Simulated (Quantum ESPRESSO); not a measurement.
Runs of Quantum ESPRESSO 7.5 on WC (Qusongite). The structure is hexagonal, space group P-6m2 (No. 187). Conventional cell: a = 2.907 Å, b = 2.907 Å, c = 2.837 Å, α = 90.00°, β = 90.00°, γ = 120.00°. W (site symmetry -6m2) is surrounded by 6 C at 2.20 Å. Around C (site symmetry -6m2) lie 6 W at 2.20 Å. 

| level | U | mixing beta | gap on the mesh (eV) | pressure (GPa) |
| --- | --- | --- | --- | --- |
| PBEsol+U | W d U = 4 eV | 0.3 | none | (a) |
| PBEsol | - | 0.5 | none | (b) |
| PBEsol+U | W d U = 1 eV | 0.3 | none | -2.4 |
| PBEsol+U | W d U = 3 eV | 0.3 | none | -2.0 |
| PBEsol+U | W d U = 5 eV | 0.3 | none | -1.5 |

Alike in all rows: task single point; potentials or basis GBRV 1.5 PBEsol; no spin polarisation; cell as given; k mesh 10 × 10 × 9; cutoff (eV) 762; smearing fermi-dirac 0.05 eV.

Problem. Estimate the missing entries.

Solution. (a) -1.8; (b) -2.6.

Caveats: U without spin polarisation on a metal has little footing (some runs); the U is typed as a test and isn't derived for this compound (some runs).

A k mesh can miss the band edges, and the runs leave out spin-orbit coupling on W.

A gap of «none» marks a metal or a gap under the smearing width.
